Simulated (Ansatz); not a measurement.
Predict the output of the script below (the Python package of Ansatz (0.2.0)).

Script `cds.py`:
```python
"""How the lattice of CdS depends on the functional."""

import warnings

import ansatz as az
import numpy as np

def edges_and_angles(cell):
    cell = np.asarray(cell)
    a, b, c = np.linalg.norm(cell, axis=1)
    cosines = cell[1] @ cell[2] / (b * c), cell[0] @ cell[2] / (a * c), cell[0] @ cell[1] / (a * b)
    return (a, b, c, *np.degrees(np.arccos(cosines)))


def main() -> None:
    warnings.simplefilter("ignore", az.DeckWarning)

    lattice = az.Lattice.of(
        (0.0, 2.75324, 2.75324),
        (2.75324, 0.0, 2.75324),
        (2.75324, 2.75324, 0.0),
    )
    sites = [
        ("Cd", (0.0, 0.0, 0.0)),
        ("S", (0.5, 0.5, 0.5)),
    ]
    cell = az.Crystal(lattice=lattice)
    for symbol, position in sites:
        cell = cell.atom(symbol, position)

    calc = cell.calculation()
    calc = calc.kpoints(6)
    calc = calc.occupations(az.OccupationsMethod.FERMI_DIRAC, width=0.01)
    calc = calc.scf(tolerance=1e-09)
    calc = calc.relax(cell=True, max_steps=60)

    levels = [("r2scan", "d4"), ("lda", "none"), ("r2scan", "none"), ("pbesol", "none")]
    print("level            a       b       c    alpha   beta  gamma  V/atom  steps")
    for name, dispersion in levels:
        seen = []
        run = calc.functional(name, dispersion=dispersion).session().plan()
        out = run.execute(on_event=lambda e: seen.append(e) if e["event"] == "relax_step" else None)
        cell = out.lattice.cell_ang
        label = name if dispersion == "none" else f"{name}+{dispersion}"
        print("{:13s} {:7.4f} {:7.4f} {:7.4f} {:6.2f} {:6.2f} {:6.2f}".format(label, *edges_and_angles(cell)), f"{abs(np.linalg.det(cell)) / len(out.lattice.sites):7.3f} {len(seen):5d}")


if __name__ == "__main__":
    main()
```

```console
$ python cds.py
level            a       b       c    alpha   beta  gamma  V/atom  steps
r2scan+d4      3.8410  3.8410  3.8410  60.00  60.00  60.00  20.035     5
lda            3.7758  3.7758  3.7758  60.00  60.00  60.00  19.032     6
r2scan         3.8569  3.8569  3.8569  60.00  60.00  60.00  20.284     5
pbesol         3.8173  3.8173  3.8173  60.00  60.00  60.00  19.667     5
```

From smallest to largest: LDA (19.03 Å³ an atom, -8.8 % against the start), PBEsol (19.67 Å³ an atom, -5.8 % against the start), r2SCAN+D4 (20.03 Å³ an atom, -4.0 % against the start) and r2SCAN (20.28 Å³ an atom, -2.8 % against the start). The spread is 6.6 % in volume.

Caveats:
- Forces vanish by symmetry, so the ions can't move, and the end may be a saddle.
- Dispersion corrections can be off by several per cent in the lattices of metals, and by several GPa in the pressure at a fixed cell.
- The program warned that this SCF threshold is loose for forces or stresses.
- Edges and angles are those of the cell as typed, here a primitive one, not of the conventional cell.
- This is a high-temperature or high-pressure form, not the ambient phase.
- The structure comes from a database of computed cells and needn't be a stable or known phase.
- The script silences the warnings on its input, which a real study should read.
- Finished in 22 s on 1 thread of Intel(R) Xeon(R) Processor @ 2.30GHz, with other jobs on the host, peak memory 0.63 GiB.
